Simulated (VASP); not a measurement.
Input of a VASP 6.6.1 run:

INCAR

```
PREC = Accurate
ENCUT = 450
EDIFF = 1E-7
ISMEAR = 0
SIGMA = 0.02
LREAL = False
LASPH = True
NELM = 60
ALGO = Fast
ISIF = 2
LWAVE = False
LCHARG = False
GGA = PE
NBANDS = 16
```

Contents of KPOINTS:

```
regular mesh
0
Gamma
  5 5 5
```

The input POSCAR:

```
HfN
1.0
    0.0000000000      2.4548220000      2.4548220000
    2.4548220000      0.0000000000      2.4548220000
    2.4548220000      2.4548220000      0.0000000000
Hf N
1 1
Direct
    0.0000000000      0.0000000000      0.0000000000
    0.2500000000      0.2500000000      0.2500000000
```

Potentials or basis: VASP PAW PBE potentials, release 64 (Hf_sv_GW, N_GW).

Launch:

```bash
$ cat potpaw_PBE.64/Hf_sv_GW/POTCAR potpaw_PBE.64/N_GW/POTCAR > POTCAR
$ mpirun -np 1 vasp_std > vasp.out
```

(1) Predict the band gap on the k mesh.

Results:

(1) none (metal or under the smearing width).

Caveat: the k mesh is coarse (spacing up to 0.44 Å⁻¹), so the values aren't converged.
